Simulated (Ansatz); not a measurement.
# InSb3: relaxation and properties

An exercise on one series of results from a longer session: the logs are not shown, and one member is left open.

Program: Ansatz 0.2.0. Level of theory: DFT PBE, scalar-relativistic, plane waves, PAW. These are calculated values, not measurements.

## The system as given

The structure is cubic, space group Fm-3m (No. 225). The conventional cell has a = 7.589 Å, b = 7.589 Å, c = 7.589 Å, α = 90.00°, β = 90.00°, γ = 90.00°. Around In (site symmetry m-3m) lie 8 Sb at 3.29 Å. Around Sb (site symmetry -43m) lie 4 In at 3.29 Å and 4 Sb at 3.29 Å. Around Sb (site symmetry m-3m) lie 8 Sb at 3.29 Å.

Coordinates:

```cif
data_structure
_symmetry_space_group_name_H-M 'P 1'
_symmetry_Int_Tables_number 1
_cell_length_a 5.3663
_cell_length_b 5.3663
_cell_length_c 5.3663
_cell_angle_alpha 60.000
_cell_angle_beta 60.000
_cell_angle_gamma 60.000
_cell_volume 109.27
loop_
_atom_site_label
_atom_site_type_symbol
_atom_site_fract_x
_atom_site_fract_y
_atom_site_fract_z
_atom_site_occupancy
In1 In 0.00000 0.00000 0.00000 1
Sb1 Sb 0.25000 0.25000 0.25000 1
Sb2 Sb 0.75000 0.75000 0.75000 1
Sb3 Sb 0.50000 0.50000 0.50000 1
```

Source of the structure: the Materials Project (structure only).

Set-up of the first run:

(A quick probe on a coarse mesh, which set the mesh and smearing, is not shown.)

File input.yaml:

```yaml
crystal:
  lattice:
    - [0.0, 3.794555, 3.794555]
    - [3.794555, 0.0, 3.794555]
    - [3.794555, 3.794555, 0.0]
  atoms:
    - { symbol: In, position: [0.0, 0.0, 0.0] }
    - { symbol: Sb, position: [0.25, 0.25, 0.25] }
    - { symbol: Sb, position: [0.75, 0.75, 0.75] }
    - { symbol: Sb, position: [0.5, 0.5, 0.5] }
basis:
  ecutwfc: 420
kpoints:
  mp_grid: { grid: [10, 10, 10] }
hamiltonian:
  xc: pbe
scf:
  occupations: { method: gaussian, width: 0.1 }
output:
  forces: true
  stress: true
  eigenvalues: true
  write_density: true
  write_potential: true
  elf: true
  volumetric_format: npy
relax:
  adjacent_minimum: "off"
  f_tol: 0.005
  max_steps: 80
  cell: { stress_tol: 0.05 }
```

Run with:

```bash
> ansatz run input.yaml --threads 1 --pin off --max-ram 2560MiB --backend cpu --events-out ev --progress --plain --runs-dir out
```

Among the steps run: The relaxation; Static run: bands, density of states and charges; The cell scaled to 0.97 of its volume; Volume × 1.03; Point at V/V0 = 0.94; Point at V/V0 = 1.06.

One of the session's tables, all rows but one given; the rest of the session is left out.

```
volume (Å³/atom)  energy above the lowest point (meV/atom)  pressure (GPa)
          25.589                                      18.5            3.85
          26.406                                         ?               ?
          27.222                                       0.0            0.05
          28.039                                       3.8           -1.40
          28.856                                      14.1           -2.60
```

**Question.** Estimate the row for volume (Å³/atom) = 26.406.

Worked estimate for «energy above the lowest point (meV/atom)». A straight line through the neighbours (25.589, 18.5) and (27.222, 0.0) gives 18.5 + (0.0 − 18.5) × (26.406 − 25.589) / (27.222 − 25.589) = 9.2; a parabola fitted to 3 rows on both sides gives 4.9.

As computed: energy above the lowest point (meV/atom): 4.4; pressure (GPa): 1.79. In «energy above the lowest point (meV/atom)» the line misses by +4.8 and the parabola by +0.5.
